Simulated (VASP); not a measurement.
# K (I4/mmm) in VASP: further runs

The runs below take K through single point, with PBE+D3(BJ).

All numbers are computed with VASP 6.6.1; they aren't measurements. Logs are shortened: lines on timing, memory, paths and dates and some standing lists are left out, and cuts for length are marked.

## (1) The cell of the first run

It takes space group I4/mmm (No. 139, tetragonal). The conventional cell has a = 4.797 Å, b = 4.797 Å, c = 6.852 Å, α = 90.00°, β = 90.00°, γ = 90.00°.

This isn't the form of K at room conditions, which is bcc.

## (2) Single point, PBE+D3(BJ) (strain +0.0100 x Voigt [0, 1, 0, 0, 0, 0], atoms carried along)

File INCAR:

```
ALGO = Fast
EDIFF = 1E-6
ENCUT = 520
GGA = PE
ISIF = 2
ISMEAR = 0
IVDW = 12
LASPH = T
LCHARG = F
LREAL = F
LWAVE = F
NBANDS = 10
NELM = 100
PREC = Accurate
SIGMA = 0.15
```

File KPOINTS:

```
k-points
0
Gamma
  12 12 12
```

File POSCAR:

```
K
1.0
    0.0000000000      3.4257915462      3.3918728180
    3.3918728180      0.0000000000      3.3918728180
    3.3918728180      3.4257915462      0.0000000000
K
1
Direct
    0.0000000000      0.0000000000      0.0000000000
```

Potentials or basis: VASP PAW PBE potentials, release 64 (K_sv).

On the command line:

```console
$ cat potpaw_PBE.64/K_sv/POTCAR > POTCAR
$ mpirun -np 1 vasp_std > vasp.out
```

OUTCAR:

```text
EDIFF = 1E-6
   ENCUT = 520
   GGA = PE
   ISIF = 2
   ISMEAR = 0
   IVDW = 12
   LASPH = T
   LREAL = F
   NELM = 100
   PREC = Accurate
 IVDW          = 12

 ion  position               nearest neighbor table
   1  0.000  0.000  0.000-

  LATTYP: Found a body centered tetragonal cell.
 ALAT       =     4.7968325411
 C/A-ratio  =     1.4283556980

  Lattice vectors:

 A1 = (   0.0000000000,  -3.4257915462,   3.3918728180)
 A2 = (   0.0000000000,  -3.4257915462,  -3.3918728180)
 A3 = (   3.3918728180,   3.4257915462,   0.0000000000)

Analysis of symmetry for initial positions (statically):
=====================================================================
 Subroutine PRICEL returns:
 Original cell was already a primitive cell.

 Routine SETGRP: Setting up the symmetry group for a
 body centered tetragonal supercell.

 Subroutine GETGRP returns: Found 16 space group operations
 (whereof 16 operations were pure point group operations)
 out of a pool of 16 trial point group operations.

The static configuration has the point symmetry D_4h.

Analysis of symmetry for dynamics (positions and initial velocities):
=====================================================================
 Subroutine PRICEL returns:
 Original cell was already a primitive cell.

 Routine SETGRP: Setting up the symmetry group for a
 body centered tetragonal supercell.

 Subroutine GETGRP returns: Found 16 space group operations
 (whereof 16 operations were pure point group operations)
 out of a pool of 16 trial point group operations.

The dynamic configuration has the point symmetry D_4h.

 Subroutine INISYM returns: Found 16 space group operations
 (whereof 16 operations are pure point group operations),
 and found     1 'primitive' translations

----------------------------------------------------------------------------------------

                                     Primitive cell

  volume of cell :      78.8261

  direct lattice vectors                    reciprocal lattice vectors
     0.000000000  3.425791546  3.391872818    -0.147411188  0.145951671  0.147411188
     3.391872818  0.000000000  3.391872818     0.147411188 -0.145951671  0.147411188
     3.391872818  3.425791546  0.000000000     0.147411188  0.145951671 -0.147411188

  length of vectors
     4.820876366  4.796832541  4.820876366     0.254483804  0.254483804  0.254483804

  position of ions in fractional coordinates (direct lattice)
     0.000000000  0.000000000  0.000000000

  ion indices of the primitive-cell ions
   primitive index   ion index
                 1           1

----------------------------------------------------------------------------------------

 KPOINTS: k-points

Automatic generation of k-mesh.
 Grid dimensions read from file:
 generate k-points for:   12   12   12

 Generating k-lattice:

  Cartesian coordinates                     Fractional coordinates (reciprocal lattice)
    -0.012284266  0.012162639  0.012284266     0.083333333  0.000000000  0.000000000
     0.012284266 -0.012162639  0.012284266     0.000000000  0.083333333  0.000000000
     0.012284266  0.012162639 -0.012284266     0.000000000  0.000000000  0.083333333

  Length of vectors
     0.021206984  0.021206984  0.021206984

  Shift w.r.t. Gamma in fractional coordinates (k-lattice)
     0.000000000  0.000000000  0.000000000

 Subroutine IBZKPT returns following result:
 ===========================================

 Found    163 irreducible k-points:

 Following reciprocal coordinates:
            Coordinates               Weight
  0.000000  0.000000  0.000000      1.000000
  0.083333  0.000000 -0.000000      8.000000
  0.166667  0.000000 -0.000000      8.000000
  0.250000  0.000000  0.000000      8.000000
  0.333333  0.000000  0.000000      8.000000
  0.416667  0.000000 -0.000000      8.000000
[... 16 lines left out ...]
  0.500000  0.166667 -0.000000     16.000000
 -0.416667  0.166667  0.000000     16.000000
 [... further k-points ...]
   k-points           NKPTS =    163   k-points in BZ     NKDIM =    163   number of bands    NBANDS=     10
   number of dos      NEDOS =    301   number of ions     NIONS =      1
   total plane-waves  NPLWV =  46656
   dimension x,y,z NGX =    36 NGY =   36 NGZ =   36
   dimension x,y,z NGXF=    72 NGYF=   72 NGZF=   72
   ions per type =               1
   NGX,Y,Z   is equivalent  to a cutoff of  12.41, 12.48, 12.41 a.u.
   NGXF,Y,Z  is equivalent  to a cutoff of  24.83, 24.95, 24.83 a.u.
 SYSTEM =  unknown system
   PREC   = accura    normal or accurate (medium, high low for compatibility)
   ISTART =      0    job   : 0-new  1-cont  2-samecut
   ICHARG =      2    charge: 1-file 2-atom 10-const
   ISPIN  =      1    spin polarized calculation?
   LNONCOLLINEAR =      F non collinear calculations
   LSORBIT =      F    spin-orbit coupling
   LASPH  =      T    aspherical Exc in radial PAW
   ENCUT  =  520.0 eV  38.22 Ry    6.18 a.u.   8.96  8.92  8.96*2*pi/ulx,y,z
   NELM   =    100;   NELMIN=  2; NELMDL= -5     # of ELM steps
   EDIFF  = 0.1E-05   stopping-criterion for ELM
   LREAL  =      F    real-space projection
   EDIFFG = 0.1E-04   stopping-criterion for IOM
   NSW    =      0    number of steps for IOM
   IBRION =     -1    ionic relax: 0-MD 1-quasi-New 2-CG
   NFREE  =      0    steps in history (QN), initial steepest desc. (CG)
   ISIF   =      2    stress and relaxation
   ISYM   =      2    0-nonsym 1-usesym 2-fastsym
   POTIM  = 0.5000    time-step for ionic-motion
   TEBEG  =    0.0;   TEEND  =   0.0 temperature during run
   PSTRESS=    0.0 pullay stress
   NELECT =       9.0000    total number of electrons
   NUPDOWN=      -1.0000    fix difference up-down
   EMIN   =  10.00;   EMAX   =-10.00  energy-range for DOS
   EFERMI =   0.00;   METHOD = LEGACY
   ISMEAR =     0;   SIGMA  =   0.15  broadening in eV -4-tet -1-fermi 0-gaus
   EFERMI_NEDOS =   21; number of points for ismear=-14 and -15
   IALGO  =     68    algorithm
   IMIX   =      4    mixing-type and parameters
     AMIX     =   0.40;   BMIX     =  1.00
     AMIX_MAG =   1.60;   BMIX_MAG =  1.00
  volume/ion in A,a.u.               =      78.83       531.94
  Fermi-wavevector in a.u.,A,eV,Ry     =   0.794204  1.500829  8.582021  0.630761
  Thomas-Fermi vector in A             =   1.900291
   LORBIT       =      0    0 simple, 1 ext, 2 COOP (PROOUT), +10 PAW based schemes
   GGA     = PE    functional components
   LHFCALC =     F    Hartree Fock is set to
   AEXX    =    0.0000 exact exchange contribution
   IVDW    =    12    specifies the selected vdW correction
   LEPSILON=     F    determine dielectric tensor
   LRPA    =     F    only Hartree local field effects (RPA)
 non-spin polarized calculation
 RMM-DIIS sequential band-by-band and
 Gauss-broadening in eV      SIGMA  =   0.15
  energy-cutoff  :      520.00
  volume of cell :       78.83
 maximum number of plane-waves:      2156
   NGX = 17   NGY = 17   NGZ = 17

 number of electron       9.0000002 magnetization

 Free energy of the ion-electron system (eV)
  ---------------------------------------------------
  ext. energy  EPLUGINS =         0.00000000
  ---------------------------------------------------
  free energy    TOTEN  =        -1.04944538 eV

  energy without entropy =       -1.04093769  energy(sigma->0) =       -1.04519153

 E-fermi :  -0.2701     XC(G=0):  -5.4867

 val. band max:       -0.3262460924   @ k =   0.2500   0.5000   0.0833
 cond. band min:      -0.2657010026   @ k =  -0.4167   0.0833   0.0000
 fundamental gap:      0.0605450898
 Fermi energy:        -0.2700717743

 k-point     1 :       0.0000    0.0000    0.0000
  band No.  band energies     occupation
      1     -32.4375      2.00000
      2     -15.8919      2.00000
      3     -15.8919      2.00000
      4     -15.8919      2.00000
      5      -2.3266      2.00000
      6       3.8546      0.00000
      7       3.8870      0.00000
      8       3.8870      0.00000
      9       5.0444      0.00000
     10       5.1072      0.00000

 k-point     2 :       0.0833    0.0000   -0.0000
  band No.  band energies     occupation
      1     -32.4373      2.00000
      2     -15.8954      2.00000
      3     -15.8925      2.00000
      4     -15.8924      2.00000
      5      -2.2494      2.00000
      6       3.6461      0.00000
      7       3.8946      0.00000
      8       3.9174      0.00000
      9       4.9727      0.00000
     10       5.0315      0.00000

 k-point     3 :       0.1667    0.0000   -0.0000
  band No.  band energies     occupation
      1     -32.4368      2.00000
      2     -15.9049      2.00000
      3     -15.8939      2.00000
      4     -15.8937      2.00000
      5      -2.0207      2.00000
      6       3.1042      0.00000
      7       3.9400      0.00000
      8       3.9711      0.00000
      9       4.8665      0.00000
     10       4.9124      0.00000

 k-point     4 :       0.2500    0.0000    0.0000
  band No.  band energies     occupation
      1     -32.4361      2.00000
      2     -15.9179      2.00000
      3     -15.8958      2.00000
      4     -15.8954      2.00000
      5      -1.6493      2.00000
      6       2.4215      0.00000
      7       3.9032      0.00000
      8       3.9474      0.00000
      9       4.9343      0.00000
     10       4.9584      0.00000
[... 222 lines left out ...]
 k-point    22 :       0.4167    0.1667   -0.0000
  band No.  band energies     occupation
      1     -32.4349      2.00000
      2     -15.9329      2.00000
      3     -15.9039      2.00000
      4     -15.9023      2.00000
      5      -0.7060      1.99996
      6       1.5628      0.00000
      7       3.0952      0.00000
      8       3.8369      0.00000
      9       4.6504      0.00000
     10       5.7620      0.00000

 k-point    23 :       0.5000    0.1667   -0.0000
  band No.  band energies     occupation
      1     -32.4346      2.00000
      2     -15.9384      2.00000
      3     -15.9066      2.00000
      4     -15.9024      2.00000
      5      -0.0788      0.07137
      6       0.8427      0.00000
      7       2.9619      0.00000
      8       3.7895      0.00000
      9       4.7783      0.00000
     10       5.8605      0.00000

 k-point    24 :      -0.4167    0.1667    0.0000
  band No.  band energies     occupation
      1     -32.4346      2.00000
      2     -15.9387      2.00000
      3     -15.9083      2.00000
      4     -15.9014      2.00000
      5       0.1322      0.00015
      6       0.6233      0.00000
      7       2.8788      0.00000
      8       3.7982      0.00000
      9       4.9480      0.00000
     10       5.5484      0.00000

 [... further k-points ...]

------------------------ aborting loop because EDIFF is reached ----------------------------------------

 Edisp (eV)   -0.10538

 E8    (eV) :    -0.0569

  FORCE on cell =-STRESS in cart. coord.  units (eV):
  Direction    XX          YY          ZZ          XY          YZ          ZX
  --------------------------------------------------------------------------------------
  -------------------------------------------------------------------------------------
  Total      -0.21627    -0.22061    -0.21627     0.00000     0.00000     0.00000
  in kB      -4.39569    -4.48396    -4.39569     0.00000     0.00000     0.00000
  external pressure =       -4.43 kB  Pullay stress =        0.00 kB

 VOLUME and BASIS-vectors are now :
 -----------------------------------------------------------------------------
  energy-cutoff  :      520.00
  volume of cell :       78.83
      direct lattice vectors                 reciprocal lattice vectors
     0.000000000  3.425791546  3.391872818    -0.147411188  0.145951671  0.147411188
     3.391872818  0.000000000  3.391872818     0.147411188 -0.145951671  0.147411188
     3.391872818  3.425791546  0.000000000     0.147411188  0.145951671 -0.147411188

 POSITION                                       TOTAL-FORCE (eV/Angst)
 -----------------------------------------------------------------------------------
      0.00000      0.00000      0.00000         0.000000      0.000000     -0.000000
 -----------------------------------------------------------------------------------
    total drift:                               -0.000000      0.000000      0.000000

  FREE ENERGIE OF THE ION-ELECTRON SYSTEM (eV)
  ---------------------------------------------------
  free  energy   TOTEN  =        -1.1548204032 eV

  energy  without entropy=       -1.1463127189  energy(sigma->0) =       -1.15056656
```

Run time: 37 s. Hardware: 1 thread of Intel Xeon 6975P-C (Granite Rapids), shared host; peak memory 0.29 GiB.

What came out:

- Free energy: -1.1548 eV
- Pressure: -0.4 GPa
- Band gap on the k mesh: none (metal or under the smearing width)
- Dispersion energy per atom: -0.105 eV

Levels at points of the mesh, in eV from the Fermi level:
```tsv
k point	band 3	band 4	band 5	band 6	band 7	band 8
(0.00, 0.00, 0.00)	-15.62	-15.62	-2.06	4.12	4.16	4.16
(0.50, 0.00, 0.00)	-15.63	-15.63	0.32	0.53	3.91	3.97
(0.50, 0.50, 0.00)	-15.64	-15.64	0.94	1.33	2.33	4.66
(0.50, 0.00, 0.50)	-15.64	-15.64	0.90	1.27	2.36	4.73
```

Caveat: pairwise dispersion overbinds metals, which lowers pressure and volume.

## (3) Single point, PBE+D3(BJ) (strain +0.0400 x Voigt [0, 1, 0, 0, 0, 0], atoms carried along)

File INCAR:

```
SYSTEM = K
PREC = Accurate
ENCUT = 520
EDIFF = 1E-6
ISMEAR = 0
SIGMA = 0.15
LREAL = .FALSE.
LASPH = .TRUE.
NELM = 100
ALGO = Fast
ISIF = 2
LWAVE = .FALSE.
LCHARG = .FALSE.
GGA = PE
IVDW = 12
NBANDS = 10
```

File KPOINTS:

```
regular mesh
0
G
  12 12 12
  0 0 0
```

File POSCAR:

```
K
1.0
    0.0000000000      3.5275477307      3.3918728180
    3.3918728180      0.0000000000      3.3918728180
    3.3918728180      3.5275477307      0.0000000000
K
1
Direct
    0.0000000000      0.0000000000      0.0000000000
```

Potentials or basis: VASP PAW PBE potentials, release 64 (K_sv).

On the command line:

```console
$ cat potpaw_PBE.64/K_sv/POTCAR > POTCAR
$ mpirun -np 1 vasp_std > vasp.out
```

OUTCAR:

```text
SYSTEM = K
   PREC = Accurate
   ENCUT = 520
   EDIFF = 1E-6
   ISMEAR = 0
   LREAL = .FALSE.
   LASPH = .TRUE.
   NELM = 100
   ISIF = 2
   GGA = PE
   IVDW = 12
 IVDW          = 12

 ion  position               nearest neighbor table
   1  0.000  0.000  0.000-

  LATTYP: Found a body centered tetragonal cell.
 ALAT       =     4.7968325411
 C/A-ratio  =     1.4707821049

  Lattice vectors:

 A1 = (   0.0000000000,  -3.5275477307,   3.3918728180)
 A2 = (   0.0000000000,  -3.5275477307,  -3.3918728180)
 A3 = (   3.3918728180,   3.5275477307,   0.0000000000)

Analysis of symmetry for initial positions (statically):
=====================================================================
 Subroutine PRICEL returns:
 Original cell was already a primitive cell.

 Routine SETGRP: Setting up the symmetry group for a
 body centered tetragonal supercell.

 Subroutine GETGRP returns: Found 16 space group operations
 (whereof 16 operations were pure point group operations)
 out of a pool of 16 trial point group operations.

The static configuration has the point symmetry D_4h.

[... 164 lines left out ...]
 fundamental gap:      0.0300819875
 Fermi energy:        -0.3258518504

 k-point     1 :       0.0000    0.0000    0.0000
  band No.  band energies     occupation
      1     -32.5168      2.00000
      2     -15.9726      2.00000
      3     -15.9726      2.00000
      4     -15.9725      2.00000
      5      -2.3450      2.00000
      6       3.7070      0.00000
      7       3.8342      0.00000
      8       3.8342      0.00000
      9       4.8315      0.00000
     10       5.0850      0.00000
[... 287 lines left out ...]
 k-point    24 :      -0.4167    0.1667    0.0000
  band No.  band energies     occupation
      1     -32.5143      2.00000
      2     -16.0146      2.00000
      3     -15.9871      2.00000
      4     -15.9815      2.00000
      5       0.0545      0.00034
      6       0.5760      0.00000
      7       2.8308      0.00000
      8       3.6696      0.00000
      9       4.7790      0.00000
     10       5.4086      0.00000

 [... further k-points ...]

------------------------ aborting loop because EDIFF is reached ----------------------------------------

 Edisp (eV)   -0.10216

 E8    (eV) :    -0.0552

  FORCE on cell =-STRESS in cart. coord.  units (eV):
  Direction    XX          YY          ZZ          XY          YZ          ZX
  --------------------------------------------------------------------------------------
  -------------------------------------------------------------------------------------
  Total      -0.24727    -0.26832    -0.24727    -0.00000     0.00000     0.00000
  in kB      -4.88091    -5.29642    -4.88091    -0.00000     0.00000     0.00000
  external pressure =       -5.02 kB  Pullay stress =        0.00 kB

 VOLUME and BASIS-vectors are now :
 -----------------------------------------------------------------------------
  energy-cutoff  :      520.00
  volume of cell :       81.17
      direct lattice vectors                 reciprocal lattice vectors
     0.000000000  3.527547731  3.391872818    -0.147411188  0.141741526  0.147411188
     3.391872818  0.000000000  3.391872818     0.147411188 -0.141741526  0.147411188
     3.391872818  3.527547731  0.000000000     0.147411188  0.141741526 -0.147411188

 POSITION                                       TOTAL-FORCE (eV/Angst)
 -----------------------------------------------------------------------------------
      0.00000      0.00000      0.00000        -0.000000      0.000000      0.000000
 -----------------------------------------------------------------------------------
    total drift:                               -0.000000      0.000000      0.000000

  FREE ENERGIE OF THE ION-ELECTRON SYSTEM (eV)
  ---------------------------------------------------
  free  energy   TOTEN  =        -1.1479236615 eV

  energy  without entropy=       -1.1393060827  energy(sigma->0) =       -1.14361487
```

stdout:

```text
POSCAR found type information on POSCAR K
 POSCAR found :  1 types and       1 ions
 scaLAPACK will be used
 LDA part: xc-table for (Slater+PW92), standard interpolation
 POSCAR, INCAR and KPOINTS ok, starting setup
 FFT: planning ... GRIDC
 FFT: planning ... GRID_SOFT
 FFT: planning ... GRID
 WAVECAR not read
 entering main loop
```

It took 42 s on 1 thread of Intel Xeon 6975P-C (Granite Rapids), shared host; peak memory 0.29 GiB.

Results:

- Free energy: -1.1479 eV
- Pressure: -0.5 GPa
- Band gap on the k mesh: none (metal or under the smearing width)
- Dispersion energy per atom: -0.102 eV

Caveat: pairwise dispersion overbinds metals, which lowers pressure and volume.

[end of part 1 of 2]
